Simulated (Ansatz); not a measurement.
Bi2Te2Se:

```
Bi Te Se
1.0
     2.16097    1.24764   10.58557
    -2.16097    1.24764   10.58557
     0.00000   -2.49527   10.58557
Bi Te Se
2 2 1
Direct
  0.39172 0.39172 0.39172
  0.60828 0.60828 0.60828
  0.78040 0.78040 0.78040
  0.21960 0.21960 0.21960
  0.00000 0.00000 0.00000
```

The cell is a database's computed one.

Base run:

* Program: Ansatz 0.2.0
* Functional: PBEsol
* Potentials or basis: all-electron LAPW, scalar-relativistic
* Cutoff: 190 eV
* Density cutoff: 761 eV
* Basis error allowed: 0.002 eV/atom
* k mesh: 7 × 7 × 7
* Occupations: fermi-dirac, width 0.05 eV
* Spin: no spin polarisation

Its results: band gap on the k mesh 0.41 eV, direct; pressure -1.4 GPa; largest force 0.051 eV/Å.

Task: After a change of settings the same cell gave: band gap on the k mesh 0.37 eV, direct; pressure -2.6 GPa; largest force 0.135 eV/Å. Which change was it?
A. functional from PBEsol to LDA
B. functional from PBEsol to BLYP
C. basis error allowed from 0.002 eV/atom to 0.001 eV/atom

Result: A.

LDA binds more tightly than PBEsol, so the same cell stands under less pressure.

Caveats: spin-orbit coupling is left out, which as a rule narrows the gap of such compounds by several tenths of an eV.

Not every run made on this cell is shown here.
